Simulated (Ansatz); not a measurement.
# TiCo: the cost of one run

Program: Ansatz 0.2.0. Level of theory: DFT PBE, scalar-relativistic, plane waves, PAW. These are calculated values, not measurements.

2 further runs of the same task are left out: 2 set aside as unsound or not needed.

## Step 1: The starting structure

It takes space group Pm-3m (No. 221, cubic). Conventional cell: a = 2.986 Å, b = 2.986 Å, c = 2.986 Å, α = 90.00°, β = 90.00°, γ = 90.00°. Around Ti (site symmetry m-3m) lie 8 Co at 2.59 Å. Co (site symmetry m-3m) has 8 Ti at 2.59 Å as nearest neighbours.

Coordinates:

```cif
data_structure
_symmetry_space_group_name_H-M 'P 1'
_symmetry_Int_Tables_number 1
_cell_length_a 2.9856
_cell_length_b 2.9856
_cell_length_c 2.9856
_cell_angle_alpha 90.000
_cell_angle_beta 90.000
_cell_angle_gamma 90.000
_cell_volume 26.61
loop_
_atom_site_label
_atom_site_type_symbol
_atom_site_fract_x
_atom_site_fract_y
_atom_site_fract_z
_atom_site_occupancy
Ti1 Ti 0.00000 0.00000 0.00000 1
Co1 Co 0.50000 0.50000 0.50000 1
```

It goes back to an entry of the Materials Project, which need not be the stable form.

It is the result of an earlier relaxation at this level (volume 13.31 Å³/atom; gap on the mesh: none (metal), site moments up to 1.0 μB).

## Step 2: Next: the [110] wire, 8 host atoms a period

The wire is cut from the relaxed crystal, periodic along c with vacuum across. Atoms and period relax; energies count from the bulk, -3813.3109 eV an atom.

The cell holds 4 Ti, 4 Co: a = 11.100 Å, b = 13.800 Å, c = 4.222 Å, α = 90.00°, β = 90.00°, γ = 90.00°.

## Step 3: The relaxation run

Pressure and volume refer to the whole cell with its vacuum; only the period along c may change.

Input file input.yaml:

```yaml
crystal:
  lattice:
    - [11.1, 0.0, 0.0]
    - [0.0, 13.8, 0.0]
    - [0.0, 0.0, 4.2222580374]
  atoms:
    - { symbol: Ti, position: [0.5950959017, 0.5540867263, 0.0] }
    - { symbol: Ti, position: [0.5950959017, 0.3377398212, 0.0] }
    - { symbol: Ti, position: [0.4049040983, 0.5540867263, 0.5] }
    - { symbol: Ti, position: [0.4049040983, 0.3377398212, 0.5] }
    - { symbol: Co, position: [0.4049040983, 0.6622601788, 0.0], spin: 1.09 }
    - { symbol: Co, position: [0.4049040983, 0.4459132737, 0.0], spin: 1.09 }
    - { symbol: Co, position: [0.5950959017, 0.6622601788, 0.5], spin: 1.09 }
    - { symbol: Co, position: [0.5950959017, 0.4459132737, 0.5], spin: 1.09 }
basis:
  ecutwfc: 420
kpoints:
  mp_grid: { grid: [1, 1, 13] }
hamiltonian:
  xc: pbe
scf:
  occupations: { method: gaussian, width: 0.05 }
output:
  forces: true
  stress: true
  eigenvalues: true
  populations: true
  write_density: true
  write_potential: true
  elf: true
  volumetric_format: npy
magnetization:
  spin_polarized: true
relax:
  adjacent_minimum: "off"
  f_tol: 0.02
  max_steps: 45
  cell: { fix: [a, b, alpha, beta, gamma], stress_tol: 0.03 }
```

Started as:

```console
$ ansatz run input.yaml --threads 4 --pin off --max-ram 11264MiB --backend cpu --events-out ev --progress --plain --runs-dir out
```

What time and memory should one allow on 4 threads of AMD EPYC 9R45 (Zen 5), shared host?

About 2.2 min, with a peak of 1.7 GiB.
